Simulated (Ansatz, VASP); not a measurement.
# HfMo2 (HfMo2 in the C11b ordering) in two plane-wave programs, part 2 of 2

One calculation is typed for both programs; each brings its own data sets. How far apart do they land? The cell is generated by rule, not measured, and may not be a known phase. The cell is taken from a series of runs on this material, whose earlier steps may have relaxed, scaled, displaced or heated it; both programs get it as it stands.

VASP 6.6.1 and Ansatz 0.2.0.

So far: The structure; VASP: zone-centre phonons, PBE.

The structure was built from a prototype and need not be the compound's stable phase.

**3. Ansatz: zone-centre phonons, PBE**

Level of this step: Ansatz beside VASP: Kohn-Sham DFT, plane waves, PBE (Ansatz).

Ansatz runs on its default PAW (the set named soft_2) files.

The same cell, functional, mesh and smearing now go to Ansatz, which takes its cutoff from its data sets.

Contents of input.yaml:

```yaml
crystal:
  lattice:
    - [3.2236190802, 0.0, 0.0]
    - [0.0, 3.2236190802, 0.0]
    - [1.6118095401, 1.6118095401, 5.0403094104]
  atoms:
    - { symbol: Hf, position: [0.0, 0.0, 0.0] }
    - { symbol: Mo, position: [0.6790416298, 0.6790416298, 0.6419167403] }
    - { symbol: Mo, position: [0.3209583702, 0.3209583702, 0.3580832597] }
kpoints:
  mp_grid: { grid: [6, 6, 6] }
hamiltonian:
  xc: pbe
scf:
  occupations: { method: methfessel_paxton, width: 0.2 }
output:
  eigenvalues: true
phonons:
  method: dfpt
  qmesh: [2, 2, 2]
  temperatures: { t_max: 1000, t_step: 50 }
  qpath:
    path:
      - [[0.0, 0.0, 0.0], [0.5, 0.5, 0.5], [0.5, 0.5, 0.75], [0.5, 0.0, 0.5], [0.0, 0.0, 0.0], [0.0, 0.0, 0.5], [0.44886915, 0.0, 0.72443457]]
      - [[0.55113085, 0.0, 0.27556543], [0.0, 0.0, 0.0]]
      - [[0.5, 0.5, 0.5], [0.55113085, 0.44886915, 0.5]]
      - [[0.44886915, 0.44886915, 0.94886915], [0.0, 0.0, 0.5]]
    npoints: 10
```

On the command line:

```bash
> ansatz run input.yaml --threads 4 --pin off --max-ram 8192MiB --backend cpu --events-out ev --progress --plain --runs-dir out
```

Numbers of over 12 decimals in the logs are rounded to 6 here.

The program printed:

```text
Warning: phonons: the dynamical matrix that this run interpolates holds no multipole term above the dipole-dipole one, and a site of this crystal is no centre of inversion, so its interpolated transverse optical and acoustic branches and sound speeds can stay off near Gamma, and the density of states and the thermodynamics with them. What a run solves at a wave vector of phonons.qpoints, Gamma apart, where the deck admits one, is free of this, and under fd what a larger phonons.supercell samples
Engine: ansatz 0.2.0, aarch64-unknown-linux-gnu
Pseudopotentials: kind: paw
Pseudopotential: Hf, paw, valence charge 26, recommended cutoff 420 eV (normal), Hf.paw.azcp
Pseudopotential: Mo, paw, valence charge 14, recommended cutoff 420 eV (normal), Mo.paw.azcp
Functional definition: PBE
  parameter kappa = 0.804
  parameter beta = 0.066725
  exchange = pbe_x(kappa = kappa, mu = beta*pi^2/3)
  correlation = pbe_c(beta = beta)
Crystal: 3 atoms, lattice volume = 52.377 Å³
Basis set: ecut = 420 eV, 1005 PW (Γ), exchange–correlation on 80×80×80 points (8 copies of the dense FFT grid, shifted against one another)
Bands: 33, of which v1, the nominal top of the filled ones, is band 27 counted from 1 (26 counted from 0)
Symmetry: 16 space group operations
k-points: 30 of 216
Non-local potential: Hf, projectors of the file, l = 0: 3, l = 1: 2, l = 2: 2, l = 3: 3
Non-local potential: Mo, projectors of the file, l = 0: 3, l = 1: 2, l = 2: 2, l = 3: 1
PAW form: soft (Blöchl's): semilocal exchange-correlation on the pseudo side does not see the compensation charge
PAW one-centre angular grid: Hf, 590 points (default); XC on 64 Gauss nodes
PAW one-centre angular grid: Mo, 590 points (default); XC on 64 Gauss nodes
Initial density: superposition of atomic densities (neutral atoms: chi_scale 0, normalization atom), corrected by the library's trained network
Initial wavefunctions: pseudopotential atomic-orbital guess
Functional: x = pbe(κ = 0.804, μ = 0.219515), c = pbe(β = 0.066725)
SCF iter   1: F=—  HF=-25633.755036 eV  |F-HF|=—  |Δ(HF+E_count)|=         —  Δρ=9.64e-3  dr2=2.02e-1  ethr=1.77e-3  ⟨swp⟩=4.7  Hψ=3223  notcnv=0
preconditioner: auto → Kerker (q_TF=auto, 2.742 Å⁻¹)  [metal: Δε(μ)=0.039 eV  Ē_g=18.633 eV  σ=0.200 eV  W_gap=0.16  n_scr=20 (ndim 8)  ℏωp=35.5 eV  f_vac=0.000  D(μ)=2.63/eV (n_scr^D=24)]
SCF iter   2: F=—  HF=-25633.738220 eV  |F-HF|=—  |Δ(HF+E_count)|=   1.68e-2  S|Δr|=    0.00e0  Δρ=5.56e-3  dr2=7.00e-2  ethr=3.73e-4  ⟨swp⟩=1.0  Hψ=1230  notcnv=0
SCF iter   3: F=—  HF=-25633.728356 eV  |F-HF|=—  |Δ(HF+E_count)|=   9.86e-3  S|Δr|=    0.00e0  Δρ=9.11e-4  dr2=6.06e-4  ethr=1.30e-4  ⟨swp⟩=2.0  Hψ=1172  notcnv=0
SCF iter   4: F=—  HF=-25633.727908 eV  |F-HF|=—  |Δ(HF+E_count)|=   4.48e-4  S|Δr|=    0.00e0  Δρ=6.40e-4  dr2=2.56e-4  ethr=1.12e-6  ⟨swp⟩=2.0  Hψ=1773  notcnv=0
SCF iter   5: F=—  HF=-25633.727824 eV  |F-HF|=—  |Δ(HF+E_count)|=   8.42e-5  S|Δr|=    0.00e0  Δρ=2.45e-4  dr2=4.61e-5  ethr=4.74e-7  ⟨swp⟩=2.0  Hψ=1360  notcnv=0
SCF iter   6: F=—  HF=-25633.727810 eV  |F-HF|=—  |Δ(HF+E_count)|=   1.43e-5  S|Δr|=    0.00e0  Δρ=5.10e-5  dr2=2.16e-6  ethr=8.55e-8  ⟨swp⟩=2.0  Hψ=1180  notcnv=0
SCF iter   7: F=—  HF=-25633.727806 eV  |F-HF|=—  |Δ(HF+E_count)|=   4.31e-6  S|Δr|=    0.00e0  Δρ=9.47e-6  dr2=6.89e-8  ethr=4.00e-9  ⟨swp⟩=2.0  Hψ=1772  notcnv=0
SCF iter   8: F=—  HF=-25633.727805 eV  |F-HF|=—  |Δ(HF+E_count)|=   5.76e-8  S|Δr|=    0.00e0  Δρ=2.00e-6  dr2=2.92e-9  ethr=1.28e-10  ⟨swp⟩=2.0  Hψ=1409  notcnv=0
SCF iter   9: F=—  HF=-25633.727805 eV  |F-HF|=—  |Δ(HF+E_count)|=  6.18e-10  S|Δr|=    0.00e0  Δρ=5.85e-7  dr2=2.77e-10  ethr=5.41e-12  ⟨swp⟩=2.0  Hψ=1732  notcnv=0
SCF iter  10: F=-25633.727805 eV  HF=-25633.727805 eV  |F-HF|=1.46e-11  |Δ(HF+E_count)|=  7.28e-11  S|Δr|=    0.00e0  Δρ=1.10e-7  dr2=5.78e-12  ethr=1.00e-12  ⟨swp⟩=7.7  Hψ=5291  notcnv=0
SCF 1 converged in 10 iterations: F = -25633.727805 eV  dr2 = 5.78e-12
  greatest PAW one-centre occupation: 0.999 electrons in one spin orbital (limit 2), on the Hf atom at site 0 (counted from 0), in its partial waves of l = 0
Initial density: read from a saved state, or passed on in memory by an earlier SCF of this step, an earlier step, the calling program or the single point that the run made first
iter 1 solved again at ethr=2.69e-8 eV; its pass at ethr=3.10e-3 eV (dr2=1.45e-5 eV) is discarded
SCF iter   1: F=—  HF=-25633.727808 eV  |F-HF|=—  |Δ(HF+E_count)|=         —  Δρ=3.99e-7  dr2=5.52e-11  ethr=2.69e-8  ⟨swp⟩=3.0  Hψ=6149  notcnv=0
eigensolver tolerance schedule: the retry pair's looser diagonalisation over-reported the residual by 263135.21 of it (diagonalisation noise at an unbounded share of the residual, at the tolerance the schedule requests for it); recorded, not acted on — ethr = c·dr2/N_el stays at c = 1.0e-1
preconditioner: auto → Kerker (q_TF=auto, 2.742 Å⁻¹)  [metal: Δε(μ)=0.107 eV  Ē_g=18.687 eV  σ=0.200 eV  W_gap=0.39  n_scr=20 (ndim 8)  ℏωp=35.5 eV  f_vac=0.000  D(μ)=2.73/eV (n_scr^D=32)]
SCF iter   2: F=—  HF=-25633.727805 eV  |F-HF|=—  |Δ(HF+E_count)|=   2.94e-6  S|Δr|=    0.00e0  Δρ=1.96e-7  dr2=1.27e-11  ethr=1.00e-12  ⟨swp⟩=3.1  Hψ=2437  notcnv=0
SCF iter   3: F=-25633.727805 eV  HF=-25633.727805 eV  |F-HF|=1.46e-11  |Δ(HF+E_count)|=  7.28e-12  S|Δr|=    0.00e0  Δρ=1.36e-7  dr2=6.57e-12  ethr=1.00e-12  ⟨swp⟩=4.1  Hψ=2595  notcnv=0
SCF 2 converged in 3 iterations: F = -25633.727805 eV  dr2 = 6.57e-12
phonons: the bands overlap, so this run is a metal and interpolates without the dipole-dipole term. If the crystal is really an insulator or semiconductor, its LO-TO splitting is missing
NSCF: frozen V_eff on 30 k-points
NSCF: frozen V_eff on 46 k-points
DFPT response loops at q = (0, 0, 0) (fractional): preconditioner auto → Kerker (q_TF=auto, 2.742 Å⁻¹) (partly filled bands, converged f_vac=0.000); β = 1.00, the filter's whole step (`scf.mixing.beta` (0.50) is not read by the response loops under this deck's `scf.mixing.preconditioner`; to damp them name `kerker` or `kerker_dos`, under which they read `scf.mixing.beta`, and type it under 1.00, their step now; both keys bind the ground state too); Broyden in place of MSR1
NSCF: frozen V_eff on 92 k-points
DFPT response loops at q = (0, 0, -0.5) (fractional): mixed as the last ones told, above
NSCF: frozen V_eff on 136 k-points
DFPT response loops at q = (0, -0.5, 0) (fractional): mixed as the last ones told, above
NSCF: frozen V_eff on 136 k-points
DFPT response loops at q = (-0.5, -0.5, 0) (fractional): mixed as the last ones told, above
SCF converged after 10 iterations
Stability not checked: this state was not tested for a lower state beside it, because cold or Methfessel-Paxton smearing, or corrected tetrahedra, fill the levels in a way that the test cannot read (fill_not_monotonic; see scf.lower_state_search)
Free energy (F): -25633.727805 eV
Harris-Foulkes:  -25633.727805 eV  (|F-HF|=1.46e-11)
Internal energy: -25633.723767 eV  (E = F + TS)
E sigma→0 (E₀):  -25633.726796 eV
Entropy (-TS):   -0.004039 eV (-1.346 meV/atom)
Fermi energy:    20.577324 eV
--- Per-component energies (eV) ---
  E_band       = -34.800369
  E_kinetic    = 1308.479393
  E_local      = -6795.790636  (includes V_loc(G=0)·N_el)
  E_nonlocal   = -956.756127
  E_hartree    = 3001.437935
  E_xc         = -667.872161
  E_vxc        = -725.255890  (∫ρ·V_xc dr)
  E_paw        = -13331.590915  (= ΣΔE_a)
  E_vpaw       = 1131.647035  (= ΣTr[D̂ρ^β])
  E_aug_tail   = 0.000086  (compensation charges beyond the density's cutoff)
  E_ewald      = -8191.631341
  E_smearing   = -0.004039  (= −TS)
  E_closure    = -0.000000  (closes the sum)
  Σ components = -25633.727805   (vs F -25633.727805, Δ=0.00e0)
--- Band table (eV; the first three rows and the last of 30) ---
  k-point 0: bands = [... 23 lower, 18.5995, 20.2526, 20.2551, 20.2551, 21.9382, 21.9382, 23.3644, 23.7107, ... 2 higher]
  k-point 1: bands = [... 23 lower, 19.0166, 20.2510, 20.2510, 20.3017, 21.6049, 21.6049, 23.0226, 23.3830, ... 2 higher]
  k-point 2: bands = [... 23 lower, 19.9268, 20.2530, 20.2530, 20.4104, 21.1492, 21.1492, 22.1547, 23.1364, ... 2 higher]
  k-point 29: bands = [... 23 lower, 18.8656, 18.8974, 19.4016, 21.3341, 22.2504, 22.8227, 23.3713, 23.3928, ... 2 higher]
--- Phonons (Γ-DFPT): 4 representative perturbations + reference (Σ response iterations 12) ---
  ASR residual: 4.320e-5 → 0.000e0 eV/Å²; symmetrization residual: 5.225e-6 eV/Å²
  ASR residual per site (eV/Å²): 4.32e-5 3.01e-5 3.01e-5
  Γ frequencies (cm⁻¹): 0.00 0.00 0.00 143.72 143.72 158.84 208.26 208.26 256.90
--- Phonons (arbitrary-q DFPT): 4 irreducible q on the 2×2×2 mesh ---
  q = [0.0000, 0.0000, 0.0000] (star 1, of the zone-centre solve; hermiticity 7.58e-7, symmetrization 2.77e-12): -0.00 0.00 0.00 143.72 143.72 158.84 208.26 208.26 256.90
  q = [0.0000, 0.0000, -0.5000] (star 1, 4 solved perturbations in 152 linear systems a pass and spin channel, the states on 46 of 216 k-point pairs; hermiticity 1.26e-6, symmetrization 4.72e-13): 65.51 65.51 90.22 90.22 136.72 140.07 219.88 219.88 233.06
  q = [0.0000, -0.5000, 0.0000] (star 4, 6 solved perturbations on 68 of 216 k-point pairs; hermiticity 1.76e-6, symmetrization 8.64e-14): 100.03 111.65 146.14 156.05 171.98 173.95 187.67 231.13 232.27
  q = [-0.5000, -0.5000, 0.0000] (star 2, 4 solved perturbations in 228 linear systems a pass and spin channel, the states on 68 of 216 k-point pairs; hermiticity 2.05e-6, symmetrization 6.01e-12): 114.18 125.25 134.59 171.95 195.18 197.31 199.81 204.92 206.30
  sum rule: each row above includes the acoustic sum rule's correction from the zone centre's row sums; it moved no ω² by more than (0.29 cm⁻¹)²
  mesh force constants: q→R imaginary residual 1.46e-17; ASR residual 4.320e-5 → 0.000e0 eV/Å²; symmetrization residual 5.329e-15 eV/Å²
  interpolated dispersion: 94 rows × 9 modes
  density of states and harmonic sums: on the 20×20×12 q-mesh, interpolated from the force constants of a 2×2×2 supercell (no non-analytic term)
  largest difference from the sums on the solved wave vectors: F 7.28e-2 eV, S 1.05e-4 and C_V 3.23e-5 eV/K
  zero-point energy: 0.090865 eV/cell   skipped modes (ω ≤ 0): 3   left out of the sums: 6.94e-5 of the cell's modes: C_V's classical limit lies that fraction below 3 k_B per atom; for a crystal, a wire or a layer, F and S can be off by more, and a phonons.interpolated_qmesh denser along its periods is the remedy for the sampling
```

In the SCF lines HF is the Harris–Foulkes energy and dr2 the Hartree energy of the density residual, in eV; the loop may stop once dr2 is under the threshold and the program's other checks hold. Hψ counts applications of the Hamiltonian.

**4. Differences**

Known differences besides the potentials themselves: VASP's run holds the zone centre alone; the data sets hold 54 valence electrons in Ansatz (on its default PAW (the set named soft_2) files) and 38 in VASP; the cutoff is 420 eV in Ansatz and 500 eV in VASP. Total energies have different zeros and are not compared.

Compared:

| quantity | Ansatz | VASP | difference |
| --- | --- | --- | --- |
| optical mode 1 to 2 (cm⁻¹) | 143.7 | 142.5 | +0.85 % |
| optical mode 3 (cm⁻¹) | 158.8 | 157.5 | +0.86 % |
| optical mode 4 to 5 (cm⁻¹) | 208.3 | 209.7 | -0.68 % |
| optical mode 6 (cm⁻¹) | 256.9 | 258.4 | -0.57 % |

Modes are paired by rising frequency, not by their patterns, so a pair may set unlike modes beside each other; they are those without the splitting of longitudinal modes.

**5. Summary of results**

| Item | Value |
| --- | --- |
| r.m.s. difference of the optical zone-centre modes, each program's sorted by frequency (zone-centre phonons, PBE) | 1.4 cm⁻¹ |
| difference in optical mode 3 (zone-centre phonons, PBE) | +0.9 % |

In words: The r.m.s. difference of the optical zone-centre modes, each program's sorted by frequency is 1.4 cm⁻¹ (zone-centre phonons, PBE). The data sets hold unlike numbers of valence electrons (54 in Ansatz and 38 in VASP), so part of the differences comes from the potentials. Among the rows given in per cent, the largest difference of the zone-centre phonons, PBE pair is in optical mode 3, +0.9 %. Such differences can come from data sets, numerical settings and the points named under the comparisons, not from the functional's error against experiment.

[Lines on the potential files, build, host, timing and source positions are cut from VASP's logs without a mark.]

[Logs are printed without paths, hosts, clocks, repeated set-up lines and the standing remarks that a program may print on its own settings, such as how far it seeks lower states.]

[Hosts, paths, dates, database ids (printed as entryN), source tags and the programs' standing remarks are cut or masked in the printed files.]
